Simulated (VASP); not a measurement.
# La2O3 (P-3m1) in VASP: a series of runs

Aim: see how the results for La2O3 move with the level of theory and the settings. Levels: PBE, LDA. Tasks: dielectric tensor, optical spectrum, phonons.

Program: VASP 6.6.1. These are calculated values, not measurements. Logs are shortened: lines on timing, memory, paths and dates and some standing lists are left out, and cuts for length are marked.

## Step 1: Starting point

Symmetry: P-3m1, No. 164, trigonal system. The conventional cell has a = 3.938 Å, b = 3.938 Å, c = 6.136 Å, α = 90.00°, β = 90.00°, γ = 120.00°. Around La (site symmetry 3m) lie 4 O at 2.37 to 2.46 Å. O (site symmetry 3m) is surrounded by 4 La at 2.37 to 2.46 Å. Around O (site symmetry -3m) lie 6 La at 2.73 Å.

The cell was built by a generator and needn't be a form met in nature.

## Step 2: Dielectric tensor, PBE

INCAR

```
ALGO = Normal
EDIFF = 1E-8
ENCUT = 520
GGA = PE
ISIF = 2
ISMEAR = 0
LASPH = True
LCHARG = False
LEPSILON = True
LREAL = False
LWAVE = False
NELM = 60
PREC = Accurate
SIGMA = 0.05
```

KPOINTS

```
k-points
0
Gamma
  6 6 4
```

POSCAR

```
La2O3
1.0
    3.9380000000      0.0000000000      0.0000000000
   -1.9690000000      3.4104080401      0.0000000000
    0.0000000000      0.0000000000      6.1360000000
La O
2 3
Direct
    0.3333333333      0.6666666667      0.2454000000
    0.6666666667      0.3333333333      0.7546000000
    0.3333333333      0.6666666667      0.6471000000
    0.6666666667      0.3333333333      0.3529000000
    0.0000000000      0.0000000000      0.0000000000
```

Potentials or basis: VASP PAW PBE potentials, release 64 (La, O).

The run is started by

```
cat potpaw_PBE.64/La/POTCAR potpaw_PBE.64/O/POTCAR > POTCAR
mpirun -np 1 vasp_std > vasp.out
```

OUTCAR:

```text
EDIFF = 1E-8
   ENCUT = 520
   GGA = PE
   ISIF = 2
   ISMEAR = 0
   LASPH = True
   LEPSILON = True
   LREAL = False
   NELM = 60
   PREC = Accurate

 ion  position               nearest neighbor table
   1  0.333  0.667  0.245-   4 2.37   4 2.37   4 2.37   3 2.46   5 2.73   5 2.73   5 2.73
   2  0.667  0.333  0.755-   3 2.37   3 2.37   3 2.37   4 2.46   5 2.73   5 2.73   5 2.73
   3  0.333  0.667  0.647-   2 2.37   2 2.37   2 2.37   1 2.46
   4  0.667  0.333  0.353-   1 2.37   1 2.37   1 2.37   2 2.46
   5  0.000  0.000  0.000-   1 2.73   2 2.73   1 2.73   2 2.73   2 2.73   1 2.73

  LATTYP: Found a hexagonal cell.
 ALAT       =     3.9380000000
 C/A-ratio  =     1.5581513459

  Lattice vectors:

 A1 = (   3.9380000000,   0.0000000000,   0.0000000000)
 A2 = (  -1.9690000000,   3.4104080401,   0.0000000000)
 A3 = (   0.0000000000,   0.0000000000,   6.1360000000)

Analysis of symmetry for initial positions (statically):
=====================================================================
 Subroutine PRICEL returns:
 Original cell was already a primitive cell.

 Routine SETGRP: Setting up the symmetry group for a
 hexagonal supercell.

 Subroutine GETGRP returns: Found 12 space group operations
 (whereof 12 operations were pure point group operations)
 out of a pool of 24 trial point group operations.

The static configuration has the point symmetry D_3d.

Analysis of symmetry for dynamics (positions and initial velocities):
=====================================================================
 Subroutine PRICEL returns:
 Original cell was already a primitive cell.

 Routine SETGRP: Setting up the symmetry group for a
 hexagonal supercell.

 Subroutine GETGRP returns: Found 12 space group operations
 (whereof 12 operations were pure point group operations)
 out of a pool of 24 trial point group operations.

The dynamic configuration has the point symmetry D_3d.

 Subroutine INISYM returns: Found 12 space group operations
 (whereof 12 operations are pure point group operations),
 and found     1 'primitive' translations

----------------------------------------------------------------------------------------

                                     Primitive cell

  volume of cell :      82.4076

  direct lattice vectors                    reciprocal lattice vectors
     3.938000000  0.000000000  0.000000000     0.253936008  0.146610023  0.000000000
    -1.969000000  3.410408040  0.000000000     0.000000000  0.293220045  0.000000000
     0.000000000  0.000000000  6.136000000     0.000000000  0.000000000  0.162972621

  length of vectors
     3.938000000  3.938000000  6.136000000     0.293220045  0.293220045  0.162972621

  position of ions in fractional coordinates (direct lattice)
     0.333333333  0.666666667  0.245400000
     0.666666667  0.333333333  0.754600000
     0.333333333  0.666666667  0.647100000
     0.666666667  0.333333333  0.352900000
     0.000000000  0.000000000  0.000000000

  ion indices of the primitive-cell ions
   primitive index   ion index
                 1           1
                 2           2
                 3           3
                 4           4
                 5           5

----------------------------------------------------------------------------------------

 KPOINTS: k-points

Automatic generation of k-mesh.
 Grid dimensions read from file:
 generate k-points for:    6    6    4

 Generating k-lattice:

  Cartesian coordinates                     Fractional coordinates (reciprocal lattice)
     0.042322668  0.024435004  0.000000000     0.166666667  0.000000000  0.000000000
     0.000000000  0.048870008  0.000000000     0.000000000  0.166666667  0.000000000
     0.000000000  0.000000000  0.040743155     0.000000000  0.000000000  0.250000000

  Length of vectors
     0.048870008  0.048870008  0.040743155

  Shift w.r.t. Gamma in fractional coordinates (k-lattice)
     0.000000000  0.000000000  0.000000000

 Subroutine IBZKPT returns following result:
 ===========================================

 Found     24 irreducible k-points:

 Following reciprocal coordinates:
            Coordinates               Weight
[... 39 lines left out ...]
   LASPH  =      T    aspherical Exc in radial PAW
   ENCUT  =  520.0 eV  38.22 Ry    6.18 a.u.   7.32  7.32 11.41*2*pi/ulx,y,z
   NELM   =     60;   NELMIN=  2; NELMDL= -5     # of ELM steps
   EDIFF  = 0.1E-07   stopping-criterion for ELM
   LREAL  =      F    real-space projection
   EDIFFG = 0.1E-06   stopping-criterion for IOM
   NSW    =      0    number of steps for IOM
   IBRION =     -1    ionic relax: 0-MD 1-quasi-New 2-CG
   NFREE  =      0    steps in history (QN), initial steepest desc. (CG)
   ISIF   =      2    stress and relaxation
   ISYM   =      2    0-nonsym 1-usesym 2-fastsym
   POTIM  = 0.5000    time-step for ionic-motion
   TEBEG  =    0.0;   TEEND  =   0.0 temperature during run
   PSTRESS=    0.0 pullay stress
   NELECT =      40.0000    total number of electrons
   NUPDOWN=      -1.0000    fix difference up-down
   EMIN   =  10.00;   EMAX   =-10.00  energy-range for DOS
   EFERMI =   0.00;   METHOD = LEGACY
   ISMEAR =     0;   SIGMA  =   0.05  broadening in eV -4-tet -1-fermi 0-gaus
   EFERMI_NEDOS =   21; number of points for ismear=-14 and -15
   IALGO  =     38    algorithm
   IMIX   =      4    mixing-type and parameters
     AMIX     =   0.40;   BMIX     =  1.00
     AMIX_MAG =   1.60;   BMIX_MAG =  1.00
  volume/ion in A,a.u.               =      16.48       111.22
  Fermi-wavevector in a.u.,A,eV,Ry     =   1.286587  2.431296 22.521793  1.655305
  Thomas-Fermi vector in A             =   2.418652
   LORBIT       =      0    0 simple, 1 ext, 2 COOP (PROOUT), +10 PAW based schemes
   GGA     = PE    functional components
   LHFCALC =     F    Hartree Fock is set to
   AEXX    =    0.0000 exact exchange contribution
   IVDW    =     0    specifies the selected vdW correction
   LEPSILON=     T    determine dielectric tensor
   LRPA    =     F    only Hartree local field effects (RPA)
 non-spin polarized calculation
 Gauss-broadening in eV      SIGMA  =   0.05
  energy-cutoff  :      520.00
  volume of cell :       82.41
 maximum number of plane-waves:      2255
 NGX is ok and might be reduce to    30
   NGX = 15   NGY = 15   NGZ = 23

--------------------------------------- Ionic step        1  -------------------------------------------

 number of electron      39.9999989 magnetization

 E-fermi :   6.1877     XC(G=0): -10.4357

 val. band max:        5.8939188509   @ k =   0.5000   0.0000   0.5000
 cond. band min:       9.7544754127   @ k =   0.5000   0.0000   0.0000
 fundamental gap:      3.8605565618
 Fermi energy:         6.1877292228

 k-point     1 :       0.0000    0.0000    0.0000
  band No.  band energies     occupation
      1     -23.9436      2.00000
      2     -23.7113      2.00000
      3     -10.9774      2.00000
      4      -9.7501      2.00000
      5      -9.3401      2.00000
      6      -7.4087      2.00000
[... 637 lines left out ...]
     23      10.8000      0.00000
     24      10.8000      0.00000

  FORCE on cell =-STRESS in cart. coord.  units (eV):
  Direction    XX          YY          ZZ          XY          YZ          ZX
  --------------------------------------------------------------------------------------
  -------------------------------------------------------------------------------------
  Total        0.2284949      0.2284949      0.3393230      0.0000000     -0.0000000      0.0000000
  in kB        4.4424205      4.4424205      6.5971524      0.0000000     -0.0000000      0.0000000
  external PRESSURE =       5.1606645 kB  Pullay stress =       0.0000000 kB

 VOLUME and BASIS-vectors are now :
 -----------------------------------------------------------------------------
  energy-cutoff  :      520.00
  volume of cell :       82.41
      direct lattice vectors                 reciprocal lattice vectors
     3.938000000  0.000000000  0.000000000     0.253936008  0.146610023  0.000000000
    -1.969000000  3.410408040  0.000000000     0.000000000  0.293220045  0.000000000
     0.000000000  0.000000000  6.136000000     0.000000000  0.000000000  0.162972621

 POSITION                                       TOTAL-FORCE (eV/Angst)
 -----------------------------------------------------------------------------------
     -0.00000      2.27361      1.50577        -0.000000      0.000000      0.128145
      1.96900      1.13680      4.63023         0.000000      0.000000     -0.128145
     -0.00000      2.27361      3.97061        -0.000000      0.000000     -0.021874
      1.96900      1.13680      2.16539         0.000000     -0.000000      0.021874
      0.00000      0.00000      0.00000        -0.000000      0.000000      0.000000
 -----------------------------------------------------------------------------------
    total drift:                               -0.000000      0.000000      0.000000

  FREE ENERGIE OF THE ION-ELECTRON SYSTEM (eV)
  ---------------------------------------------------
  free  energy   TOTEN  =       -41.8215431537 eV

  energy  without entropy=      -41.8215431537  energy(sigma->0) =      -41.82154315

 HEAD OF MICROSCOPIC STATIC DIELECTRIC TENSOR (INDEPENDENT PARTICLE, excluding Hartree and local field effects)
 ------------------------------------------------------
           4.983827     0.000000     0.000000
          -0.000000     4.983827     0.000000
           0.000000     0.000000     4.869384
 ------------------------------------------------------

 Free energy of the ion-electron system (eV)
  ---------------------------------------------------
  ---------------------------------------------------
  free energy    TOTEN  =        -0.93763676 eV

  energy without entropy =       -0.93763676

------------------------ aborting loop because EDIFF is reached ----------------------------------------

--------------------------------------- Ionic step        2  -------------------------------------------

------------------------ aborting loop because EDIFF is reached ----------------------------------------

--------------------------------------- Ionic step        3  -------------------------------------------

 Free energy of the ion-electron system (eV)
  ---------------------------------------------------
  ---------------------------------------------------
  free energy    TOTEN  =        -0.90647565 eV

  energy without entropy =       -0.90647565

------------------------ aborting loop because EDIFF is reached ----------------------------------------

 PIEZOELECTRIC TENSOR FIELD DIRECTION 3  (e Angst)
 -----------------------------------------------------------------------------
     0.00234 -0.00000  0.00000           (  0.00001  0.00000  0.00000)
     0.00000  0.00234 -0.00000           (  0.00000  0.00001  0.00000)
     0.00000  0.00000 -0.00642           (  0.00000  0.00000 -0.00013)

 PIEZOELECTRIC TENSOR FIELD DIRECTION 3  (C/m^2)
 -----------------------------------------------------------------------------
     0.00046 -0.00000  0.00000
     0.00000  0.00046 -0.00000
     0.00000  0.00000 -0.00125

 MACROSCOPIC STATIC DIELECTRIC TENSOR (including local field effects in DFT)
 ------------------------------------------------------
           4.817722    -0.000000     0.000000
          -0.000000     4.817722     0.000000
           0.000000     0.000000     4.692449
 ------------------------------------------------------

 PIEZOELECTRIC TENSOR (including local field effects)  for field in x, y, z        (e  Angst)
          XX          YY          ZZ          XY          YZ          ZX
  --------------------------------------------------------------------------------
  x     0.00000     0.00000     0.00000     0.00000     0.00000     0.00000
  y     0.00000     0.00000     0.00000     0.00000     0.00000     0.00000
  z     0.00000     0.00000     0.00000     0.00000     0.00000     0.00000

 PIEZOELECTRIC TENSOR (including local field effects)  for field in x, y, z        (C/m^2)
          XX          YY          ZZ          XY          YZ          ZX
  --------------------------------------------------------------------------------
  x     0.00000     0.00000     0.00000     0.00000     0.00000     0.00000
  y     0.00000     0.00000     0.00000     0.00000     0.00000     0.00000
  z     0.00000     0.00000     0.00000     0.00000     0.00000     0.00000

 BORN EFFECTIVE CHARGES (including local field effects) (in |e|, cummulative output)
 ---------------------------------------------------------------------------------
 ion    1
    1     4.22490     0.00000     0.00000
    2     0.00000     4.22490     0.00000
    3     0.00000     0.00000     3.80733
 ion    2
    1     4.22490     0.00000     0.00000
    2     0.00000     4.22490     0.00000
    3     0.00000     0.00000     3.80733
 ion    3
    1    -2.86771     0.00000     0.00000
    2     0.00000    -2.86771     0.00000
    3    -0.00000     0.00000    -2.52440
 ion    4
    1    -2.86771     0.00000    -0.00000
    2     0.00000    -2.86771    -0.00000
    3    -0.00000     0.00000    -2.52440
 ion    5
    1    -2.71438     0.00000     0.00000
    2     0.00000    -2.71438     0.00000
    3     0.00000     0.00000    -2.56587
```

Wall time 21 min (1 thread of Intel Xeon 6975P-C (Granite Rapids), shared host); peak memory 0.45 GiB.

Results:

```
Band gap on the k mesh                  : 3.86 eV, indirect (least direct gap 3.98 eV)
Electronic dielectric tensor (diagonal) : 4.82, 4.82, 4.69
Born charges (mean of the diagonal)     : La +4.09; O -2.75, -2.66 e
```

Electronic dielectric tensor:
```
4.82 0.00 0.00
0.00 4.82 0.00
0.00 0.00 4.69
```

Born effective charge tensors (e):
atom 1, La
```
4.22 0.00 0.00
0.00 4.22 0.00
0.00 0.00 3.81
```
atom 2, La
```
4.22 0.00 0.00
0.00 4.22 0.00
0.00 0.00 3.81
```
atom 3, O
```
-2.87  0.00  0.00
 0.00 -2.87  0.00
 0.00  0.00 -2.52
```
atom 4, O
```
-2.87  0.00  0.00
 0.00 -2.87  0.00
 0.00  0.00 -2.52
```
atom 5, O
```
-2.71  0.00  0.00
 0.00 -2.71  0.00
 0.00  0.00 -2.57
```

Caveat: spin-orbit coupling is left out, which moves the levels of the heavy elements.

(Part 1 of 3 ends here.)
